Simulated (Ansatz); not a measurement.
**KZnF3 in Ansatz: the effect of functional**

Crystal: KZnF3.

```xyz
5
Lattice="4.0228 0.0000 0.0000 0.0000 4.0228 0.0000 0.0000 0.0000 4.0228" Properties=species:S:1:pos:R:3 pbc="T T T"
Zn    2.0114    2.0114    2.0114
K     0.0000    0.0000    0.0000
F     2.0114    0.0000    2.0114
F     0.0000    2.0114    2.0114
F     2.0114    2.0114    0.0000
```

The cell isn't the ideal one: volume scaled by 0.98.

Alike in all runs:

- Program: Ansatz 0.2.0
- Task: single point
- Potentials or basis: Ansatz PAW
- k mesh: 7 × 7 × 7
- Occupations: fermi-dirac, width 0.05 eV
- Spin: no spin polarisation

Question: One run gave: gap on the mesh 4.80 eV; pressure 1.5 GPa. Which functional did it use?
A. LDA
B. r2SCAN
C. PBEsol

Answer: B.

| functional | cutoff | gap on the mesh (eV) | pressure (GPa) |
| --- | --- | --- | --- |
| PBEsol | 420 eV (not typed: the program's choice for these potentials) | 3.88 | 1.8 |
| LDA | 420 eV (not typed: the program's choice for these potentials) | 3.80 | -3.3 |
| r2SCAN | 500 eV (not typed: the program's choice for these potentials) | 4.80 | 1.5 |

Caveats: odd divisions of the mesh miss points on the zone boundary, where band edges often lie, so the gap on the mesh can be too wide; the PAW data sets come from PBE, with cores solved anew for the run's functional, which leaves a small shift of forces and pressure.

A k mesh can miss the band edges.

Runs at the PBE level aren't shown here.
